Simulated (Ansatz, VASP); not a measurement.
**Two plane-wave programs on As**

Contents of INCAR:

```
  PREC = Accurate
  ENCUT = 520
  EDIFF = 1E-6
  ISMEAR = -1
  SIGMA = 0.05
  LREAL = False
  LASPH = True
  NELM = 80
  ALGO = Normal
  ISIF = 2
  LWAVE = False
  LCHARG = True
  GGA = CA
  LELF = True
  LVHAR = True
  NBANDS = 12
```

File KPOINTS:

```
regular mesh
0
Gamma
  9 9 9
```

Contents of POSCAR:

```
As
1.0
    1.8553776084      1.0712027616      3.4665688483
   -1.8553776084      1.0712027616      3.4665688483
    0.0000000000     -2.1424055233      3.4665688483
As
2
Direct
    0.2260000000      0.2260000000      0.2260000000
    0.7740000000      0.7740000000      0.7740000000
```

The input input.yaml:

```yaml
crystal:
  lattice:
    - [1.8553776084, 1.0712027616, 3.4665688483]
    - [-1.8553776084, 1.0712027616, 3.4665688483]
    - [0.0, -2.1424055233, 3.4665688483]
  atoms:
    - { symbol: As, position: [0.226, 0.226, 0.226] }
    - { symbol: As, position: [0.774, 0.774, 0.774] }
hamiltonian:
  xc: lda
  pseudopotentials: { kind: paw }
kpoints:
  mp_grid: { grid: [9, 9, 9] }
scf:
  occupations: { method: fermi_dirac, width: 0.05 }
output:
  forces: true
  stress: true
  eigenvalues: true
  write_density: true
  write_potential: true
  elf: true
  volumetric_format: npy
```

Alike in both runs: task single point; functional LDA; k mesh 9 × 9 × 9; occupations fermi-dirac, width 0.05 eV; no spin polarisation.

```csv
,VASP,Ansatz
version,VASP 6.6.1,Ansatz 0.2.0
potentials or method,"VASP PAW LDA potentials, release 64 (As)",Ansatz PAW
plane-wave cutoff (eV),520,420
valence electrons in the cell,10,30
```

```csv
,VASP,Ansatz,Ansatz less VASP
gap on the k mesh at the Fermi level (eV),none,none,-
pressure (GPa),2.5,2.0,-0.54
largest component of the traceless stress (GPa),1.31,1.13,-0.177
rms of the force components (eV/Å),0.362,0.313,-0.0488
```

Atom by atom the forces differ by 0.049 eV/Å (rms over components). A gap of «none» marks a metal or a gap that the smearing closes. The two sets of potentials don't hold the same shells in valence.

Caveats: the PAW data sets come from PBE, with cores solved anew for the run's functional, which leaves a small shift of forces and pressure (Ansatz).
